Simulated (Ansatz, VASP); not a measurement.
# One calculation of C, two programs

```
CELL_PARAMETERS angstrom
2.45355 0.00000 0.00000
-1.22678 2.12484 0.00000
0.00000 0.00000 6.83365
ATOMIC_POSITIONS crystal
C 0.00000 0.00000 0.00250
C 0.00000 0.00000 0.50250
C 0.33333 0.66667 0.00250
C 0.66667 0.33333 0.50250
```

Alike in both runs: functional r2SCAN; k mesh 10 × 10 × 4; no spin polarisation.

Ansatz relaxed the structure, and its values are those at the end. VASP's run is a single point on that final structure, the one shown.

```csv
,VASP,Ansatz
version,VASP 6.6.1,Ansatz 0.2.0
potentials or method,"VASP PAW PBE potentials, release 64 (C)","PAW with Ansatz's default frozen-core files, scalar-relativistic"
plane-wave cutoff (eV),520,500
occupations,"gaussian, width 0.01 eV",fixed
valence electrons in the cell,16,16
```

```tsv
	VASP	Ansatz	Ansatz less VASP
pressure (GPa)	1.7	1.0	-0.66
```

Ansatz warned: «structure_snapped_to_symmetry».

Caveats: the PAW data sets were made with another functional, which shifts forces and pressure a little (VASP).
